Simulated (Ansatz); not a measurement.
**Si2Mo in Ansatz: the effect of target pressure**

Crystal: Si2Mo.

```
Mo Si
1.0
    -1.60000    1.60000    3.93050
     1.60000   -1.60000    3.93050
     1.60000    1.60000   -3.93050
Mo Si
1 2
Cartesian
  0.0000 0.0000 0.0000
  0.0000 0.0000 5.2433
  0.0000 0.0000 2.6177
```

Alike in all runs:

* Program: Ansatz 0.2.0
* Task: relaxation of cell and atoms
* Functional: PBEsol
* Potentials or basis: Ansatz PAW
* Cutoff: 420 eV (not typed: the program's choice for these potentials)
* k mesh: 12 × 12 × 12
* Occupations: fermi-dirac, width 0.05 eV
* Spin: no spin polarisation

Each run relaxes the cell or the atoms first.

```csv
target pressure,relaxed volume (Å³/atom)
0 GPa,13.27
2 GPa,13.15
5 GPa,12.98
10 GPa,?
20 GPa,12.28
30 GPa,11.90
```

**Question.** What does the run with target pressure 10 GPa give?

**Answer.** Relaxed volume 12.72 Å³/atom.

Worked out: In Murnaghan's law V^(-B') rises as a straight line in P. The other rows fit best with B' = 4.1, V0 = 13.27 Å³/atom and B0 = 219 GPa, which gives 12.72 Å³/atom at 10 GPa, against the run's 12.72.

Caveats: the plane-wave basis is chosen anew once the cell has moved, so the energies of steps on either side of that aren't comparable; the PAW data sets come from PBE, with cores solved anew for the run's functional, which leaves a small shift of forces and pressure.
